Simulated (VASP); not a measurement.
Here is a VASP 6.6.1 calculation.

Contents of INCAR:

```
  PREC = Accurate
  ENCUT = 600
  EDIFF = 1E-7
  ISMEAR = 1
  SIGMA = 0.1
  LREAL = F
  LASPH = T
  NELM = 80
  ALGO = Normal
  ISIF = 3
  LWAVE = F
  LCHARG = F
  METAGGA = R2SCAN
  LMIXTAU = T
  IBRION = 2
  NSW = 90
  EDIFFG = -0.005
```

Contents of KPOINTS:

```
Automatic mesh
0
Gamma
  18 18 18
```

File POSCAR:

```
Au                                      
1.0
    0.0000000000      2.0640098062      2.0640098062
    2.0640098062      0.0000000000      2.0640098062
    2.0640098062      2.0640098062     -0.0000000000
  Au            
     1
Direct
     0.0000000000000000    0.0000000000000000    0.0000000000000000
```

Potentials or basis: VASP PAW PBE potentials, release 64 (Au).

Launch:

```sh
$ cat potpaw_PBE.64/Au/POTCAR > POTCAR
$ mpirun -np 1 vasp_std > vasp.out
```

What does it give for the relaxed volume?

17.58 Å³/atom.

Estimate the relaxed cell.

a = 2.918 Å, b = 2.918 Å, c = 2.918 Å, α = 60.00°, β = 60.00°, γ = 60.00°.

Estimate the space group after relaxing (to 0.05 Å).

Fm-3m (No. 225).

Final structure:
```
CELL_PARAMETERS angstrom
0.00000 2.06361 2.06361
2.06361 0.00000 2.06361
2.06361 2.06361 0.00000
ATOMIC_POSITIONS crystal
Au 0.00000 0.00000 0.00000
```

Caveat: the PAW data sets were made with another functional, which shifts forces and pressure a little. The run has no spin-orbit coupling, so splittings on Au are missing.
